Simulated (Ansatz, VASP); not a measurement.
## Ti: VASP beside Ansatz

INCAR

```
PREC     = Accurate       # precision mode
ENCUT    = 520            # plane-wave cutoff, eV
EDIFF    = 1E-6           # SCF threshold, eV
ISMEAR   = 0              # smearing method
SIGMA    = 0.15           # smearing width, eV
LREAL    = False          # projectors in reciprocal space
LASPH    = True           # aspherical terms in the spheres
NELM     = 80             # most SCF steps
ALGO     = Fast           # electronic algorithm
ISIF     = 2              # what is computed and relaxed
LWAVE    = False          # write WAVECAR
LCHARG   = False          # write CHGCAR
GGA      = PS             # functional
NBANDS   = 12             # bands
```

The input KPOINTS:

```
Automatic mesh
0
Gamma
  20 20 20
```

The input POSCAR:

```
Ti
1.0
    0.0000000000      1.9234250000      2.0300000000
    2.1365750000      0.0000000000      2.0300000000
    2.1365750000      1.9234250000      0.0000000000
Ti
1
Direct
    0.0000000000      0.0000000000      0.0000000000
```

Input for Ansatz:

```yaml
crystal:
  lattice:
    - [0.0, 1.923425, 2.03]
    - [2.136575, 0.0, 2.03]
    - [2.136575, 1.923425, 0.0]
  atoms:
    - { symbol: Ti, position: [0.0, 0.0, 0.0] }
basis:
  ecutwfc: 420
kpoints:
  mp_grid: { grid: [20, 20, 20] }
hamiltonian:
  xc: pbesol
scf:
  occupations: { method: gaussian, width: 0.15 }
output:
  forces: true
  stress: true
  eigenvalues: true
```

Change from the starting cell: strain +0.0525 x Voigt [1, -1, 0, 0, 0, 0], atoms carried along.

Alike in both runs: task single point; functional PBEsol; k mesh 20 × 20 × 20; occupations gaussian, width 0.15 eV; no spin polarisation.

|  | VASP | Ansatz |
| --- | --- | --- |
| version | VASP 6.6.1 | Ansatz 0.2.0 |
| potentials or method | VASP PAW PBE potentials, release 64 (Ti_sv) | scalar-relativistic, plane waves, PAW |
| plane-wave cutoff (eV) | 520 | 420 |
| valence electrons in the cell | 12 | 12 |

|  | VASP | Ansatz | Ansatz less VASP |
| --- | --- | --- | --- |
| gap on the k mesh at the Fermi level (eV) | none | none | - |
| pressure (GPa) | -0.2 | -0.1 | +0.15 |
| largest component of the traceless stress (GPa) | 1.60 | 1.58 | -0.017 |

A gap of «none» marks a metal or a gap that the smearing closes.

Caveats: the PAW data sets were made with another functional, which shifts forces and pressure a little (VASP).
